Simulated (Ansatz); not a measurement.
The system is AlN.

```xyz
2
Lattice="0.0000 2.0345 2.0345 2.0345 0.0000 2.0345 2.0345 2.0345 0.0000" Properties=species:S:1:pos:R:3 pbc="T T T"
Al    2.0345    2.0345    2.0345
N     0.0000    0.0000    0.0000
```

Measurements of this composition are mostly on another form, of space group No. 186.

A run of Ansatz 0.2.0 on this cell left the log below. Logs are shortened: lines on timing, memory, paths and dates and some standing lists are left out, and cuts for length are marked.

```text
GPUs: using 1 of 1 available (devices: 1).
Engine: ansatz 0.2.0, x86_64-unknown-linux-gnu
Pseudopotentials: kind: paw
Pseudopotential: Al, paw, valence charge 3, recommended cutoff 420 eV (normal), Al.paw.azcp
Pseudopotential: N, paw, valence charge 5, recommended cutoff 420 eV (normal), N.paw.azcp
Functional definition: unnamed
  parameter a_1 = 0.25
  exchange = (1 - a_1)*pbe_x(mu = 0.12345679012345678) + a_1*exact_x
  correlation = pbe_c(beta = 0.046)
device memory: the entry about to start is reckoned to put 0.3 GiB on a device that reports 60.1 GiB free (of which the cap on the GPU budget leaves the run 18.0 GiB)
GPU FFT provider: cuFFT
GPU libraries: cuBLAS 13.8.2, cuFFT 12.4.0, cuSOLVER 12.3.4
Crystal: 2 atoms, lattice volume = 16.843 Å³
Basis set: ecut = 420 eV, 331 PW (Γ), exchange–correlation on 40×40×40 points (8 copies of the dense FFT grid, shifted against one another)
Bands: 8, of which v1, the nominal top of the filled ones, is band 4 counted from 1 (3 counted from 0)
Symmetry: 48 space group operations
Space group: Fm-3m (ITA 225), of the structure as read, at distance tolerance 2.6e-5 Å
k-points: 16 of 216
Non-local potential: Al, projectors of the file, l = 0: 2, l = 1: 2, l = 2: 1
Non-local potential: N, projectors of the file, l = 0: 2, l = 1: 2, l = 2: 1
PAW form: soft (Blöchl's): semilocal exchange-correlation on the pseudo side does not see the compensation charge
PAW frozen core: Al, regenerated for the run's functional, and the local potential with it (the file was generated under x = pbe(κ = 0.804, μ = 0.2195149727645171), c = pbe(β = 0.06672455060314922))
PAW frozen core: N, regenerated for the run's functional, and the local potential with it (the file was generated under x = pbe(κ = 0.804, μ = 0.2195149727645171), c = pbe(β = 0.06672455060314922))
PAW one-centre angular grid: Al, 110 points (default); XC on 64 Gauss nodes
PAW one-centre angular grid: N, 110 points (default); XC on 64 Gauss nodes
Initial density: superposition of atomic densities (neutral atoms: chi_scale 0, normalization atom), corrected by the library's trained network
Initial wavefunctions: pseudopotential atomic-orbital guess
GPU buffer pool allocated for 8000 grid points (all kernels)
[... 270 lines left out ...]
basis re-selected at this cell: Δ(F+E_penalty+E_count) = +1.222e-4 eV, ΔP = -0.001 GPa vs the last step (what re-selecting the basis moved, of the pressure what is left beyond the Pulay correction that the steps carried, after the strain that the cell walked since its last selection, with what the two solves' SCF thresholds leave and, on support functions, any second-order correction that the steps lacked; it is no measure of the basis error at this ecutwfc). This SCF's stress stands 1.44e-3 GPa from its target on what of the cell is left free (relax.cell.stress_tol is 5.00e-2 GPa) and its largest allowed force component is 6.46e-27 eV/Å (relax.f_tol is 1.00e-2 eV/Å): within both
hybrid SCF converged: 2 outer / 7 inner (+0 warm-up), last move |dexx| = 1.15e-12 eV, tail = 8.75e-13 eV
Stability not checked: this state was not tested for a lower state beside it, because the functional holds exact exchange (a hybrid, or Hartree-Fock), whose exchange loop this test does not read (fock_operator; see scf.lower_state_search)
Free energy (F): -911.813517 eV
Frozen-core exchange: fock
Harris-Foulkes:  -911.813517 eV  (|F-HF|=2.27e-13)
Internal energy: -911.813517 eV  (E = F + TS)
E sigma→0 (E₀):  -911.813517 eV
Fermi energy:    13.719474 eV
--- Per-component energies (eV) ---
  E_band       = 25.254768
  E_kinetic    = 164.326450
  E_local      = -166.289203  (includes V_loc(G=0)·N_el)
  E_nonlocal   = 53.560782
  E_hartree    = 61.085937
  E_xc         = -79.824753
  E_vxc        = -85.615385  (∫ρ·V_xc dr)
  E_exx        = -21.573024  (= α·E_x^exact, valence–valence)
  E_paw        = -584.789423  (= ΣΔE_a)
  E_vpaw       = -19.753798  (= ΣTr[D̂ρ^β])
  E_aug_tail   = 0.000093  (compensation charges beyond the density's cutoff)
  E_ewald      = -338.276977
  E_core_change = -0.033399  (= ΣΔE_core)
  E_smearing   = -0.000000  (= −TS)
  E_closure    = -0.000000  (closes the sum)
  Σ components = -911.813517   (vs F -911.813517, Δ=0.00e0)
--- Forces (eV/Å), atoms counted from 1 ---
  atom   1  Al     0.00000000     0.00000000     0.00000000
  atom   2  N     -0.00000000     0.00000000    -0.00000000
  max |Σ_I F_I| component: 2.21e-26 eV/Å
--- Stress (GPa, compression-positive) ---
       -0.001440      -0.000000       0.000000
       -0.000000      -0.001440      -0.000000
       -0.000000      -0.000000      -0.001440
  P = ⅓ Tr σ = -0.0014 GPa (-0.014 kbar)
--- Band table (eV; the first three rows and the last of 16) ---
  k-point 0: bands = ["-9.1917", "10.2335", "10.2335", "10.2335", "18.5305", "24.6507", "24.6507", "24.6507"]
  k-point 1: bands = ["-8.5750", "7.6193", "9.8775", "9.8775", "19.6595", "23.3855", "25.3191", "25.3191"]
  k-point 2: bands = ["-6.9286", "3.3512", "9.2637", "9.2637", "19.0679", "24.4130", "24.4130", "25.3905"]
  k-point 15: bands = ["-4.3945", "2.8421", "5.1781", "6.2114", "19.6927", "20.7302", "25.7698", "26.8302"]
--- Relaxed structure (5 steps of the walk, 5 accepted, 2 SCFs on fresh bases) ---
  F+E_penalty+E_count = -911.81351745 eV   max|allowed force component| = 6.462e-27 eV/Å   (the final SCF, on the basis selected at the relaxed cell)
  cell:  # Å, volume = 16.1643 Å³
    - [-9.633437749693228e-35, 2.0068216326599035, 2.0068216326599035]
    - [2.0068216326599035, 3.495106753814318e-34, 2.0068216326599035]
    - [2.0068216326599035, 2.0068216326599035, 7.006136545231436e-34]
  atoms:
    - { symbol: Al, position: [0.5, 0.5, 0.5] }
    - { symbol: N, position: [1.4593834989893511e-34, -1.0649555262894896e-34, -1.4593834989893135e-34] }
```

Task: What input gives this log?

Result: Relaxation of cell and atoms with PBEsol0, no spin polarisation. The files as run (others can give the same):

input
```
crystal:
  lattice:
    - [0.0, 2.034518, 2.034518]
    - [2.034518, 0.0, 2.034518]
    - [2.034518, 2.034518, 0.0]
  atoms:
    - { symbol: Al, position: [0.5, 0.5, 0.5] }
    - { symbol: "N", position: [0.0, 0.0, 0.0] }
hamiltonian:
  xc: { exchange: pbesol, correlation: pbesol, exx: { coeff: 0.25 } }
  pseudopotentials: { kind: paw }
kpoints:
  mp_grid: { grid: [6, 6, 6] }
scf:
  occupations: { method: fermi_dirac, width: 0.05 }
output:
  forces: true
  stress: true
  eigenvalues: true
relax:
  f_tol: 0.01
  max_steps: 40
  cell: { stress_tol: 0.05 }
```

Caveat: the k mesh is coarse (spacing up to 0.45 Å⁻¹), so the values aren't converged, least of all with exact exchange; the plane-wave basis is chosen anew once the cell has moved, so the energies of steps on either side of that aren't comparable; the pressure holds a Pulay correction of +0.5 GPa for the finite cutoff; the PAW data sets come from PBE, with cores solved anew for the run's functional, which leaves a small shift of forces and pressure.
